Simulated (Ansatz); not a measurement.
TaS2:

```
Ta S
1.0
     3.35000    0.00000    0.00000
    -1.67500    2.90119    0.00000
     0.00000    0.00000    5.86000
Ta S
1 2
Direct
  0.00000 0.00000 0.00000
  0.66667 0.33333 0.75000
  0.33333 0.66667 0.25000
```

* Program: Ansatz 0.2.0
* Task: relaxation of cell and atoms
* Functional: BLYP
* Dispersion: D4
* Potentials or basis: Ansatz PAW
* Cutoff: 420 eV (not typed: the program's choice for these potentials)
* k mesh: 9 × 9 × 5
* Occupations: fermi-dirac, width 0.05 eV
* Spin: no spin polarisation

At the start: volume 18.98 Å³/atom.

Where does the relaxation end?

It ends after 6 steps and the volume is 19.45 Å³/atom (+2.5 %); space group P-3m1 (No. 164, to 0.05 Å).

The path:
```
step  energy change (eV)  largest force (eV/Å)  volume (Å³)
   1              0.0000                1.4888        56.95
   2             -0.0715                0.9078        56.03
   3             -0.1366                0.0230        58.45
   4             -0.1392                0.0099        58.37
   5             -0.1397                0.0013        58.36
   6             -0.1399                0.0014        58.36
```

Final structure:
```xyz
3
Lattice="3.4004 0.0000 0.0000 -1.7002 2.9448 0.0000 0.0000 0.0000 5.8285" Properties=species:S:1:pos:R:3 pbc="T T T"
Ta    0.0000    0.0000    0.0000
S     1.7002    0.9816    4.3006
S     0.0000    1.9632    1.5279
```

Caveat: the plane-wave basis is chosen anew once the cell has moved, so the energies of steps on either side of that aren't comparable; the PAW data sets come from PBE, with cores solved anew for the run's functional, which leaves a small shift of forces and pressure.
